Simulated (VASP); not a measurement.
NaI, 2 atoms in the cell. Symmetry: Fm-3m, No. 225, cubic system. Conventional cell: a = 6.473 Å, b = 6.473 Å, c = 6.473 Å, α = 90.00°, β = 90.00°, γ = 90.00°. I (site symmetry m-3m) is surrounded by 6 Na at 3.24 Å. Na (site symmetry m-3m) has 6 I at 3.24 Å as nearest neighbours. 

- Program: VASP 6.6.1
- Task: single point
- Functional: PBEsol
- Potentials or basis: VASP PAW PBE potentials, release 64 (I, Na_pv)
- Cutoff: 520 eV
- k mesh: 7 × 7 × 7
- Occupations: fermi-dirac, width 0.05 eV
- Spin: no spin polarisation
- Ladder: free
- Further INCAR settings: ALGO = Normal; EDIFF = 1e-07; NBANDS = 14

Potentials or basis: VASP PAW PBE potentials, release 64 (I, Na_pv).

Run with:

```bash
$ cat potpaw_PBE.64/I/POTCAR potpaw_PBE.64/Na_pv/POTCAR > POTCAR
$ mpirun -np 1 vasp_std > vasp.out
```

Hardware: 1 thread of AMD EPYC 9R45 96-Core Processor (Zen 5) (shared host).

Q: How long does it take, and how much memory?

A: Wall time 15 s on 1 thread of AMD EPYC 9R45 96-Core Processor (Zen 5) (shared host), peak memory 0.18 GiB. Counts: scf iterations 13, k points 20.
